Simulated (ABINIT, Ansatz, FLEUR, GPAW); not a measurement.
Fe: 4 runs at one level of theory

```
Fe
1.0
    -1.44300    1.44300    1.44300
     1.44300   -1.44300    1.44300
     1.44300    1.44300   -1.44300
Fe
1
Direct
  0.00000 0.00000 0.00000
```

Alike in all runs: task band structure; functional BLYP; k mesh 13 × 13 × 13; occupations fermi-dirac, width 0.05 eV; collinear spin, ferromagnetic start; no spin-orbit coupling. Pressure is positive in compression and, in plane waves, holds the error of the finite cutoff, which Ansatz's Pulay term estimates and takes out.

```csv
program and potentials,plane-wave cutoff (eV),notes,pressure (GPa),net moment per atom (μB)
"Ansatz, Ansatz PAW",420,"potentials made for PBE, which Ansatz adapts in part; 16 valence electrons an atom on average; Pulay term of +0.12 GPa included",-2.60,2.20
"ABINIT, JTH PAW PBE v2.0",707,potentials made for PBE; 16 valence electrons an atom on average,?,?
"GPAW, PAW data sets generated for this functional",600,8 valence electrons an atom on average,-3.14,2.18
"FLEUR, all-electron, FLAPW",-,-,-,2.20
```

**Question.** Estimate from the other rows what the run with ABINIT, JTH PAW PBE v2.0 gave.

**Answer.** Pressure -2.78 GPa; net moment per atom 2.21 μB. The other rows, which needn't bracket it: pressure -3.14 to -2.60; net moment per atom 2.18 to 2.20.
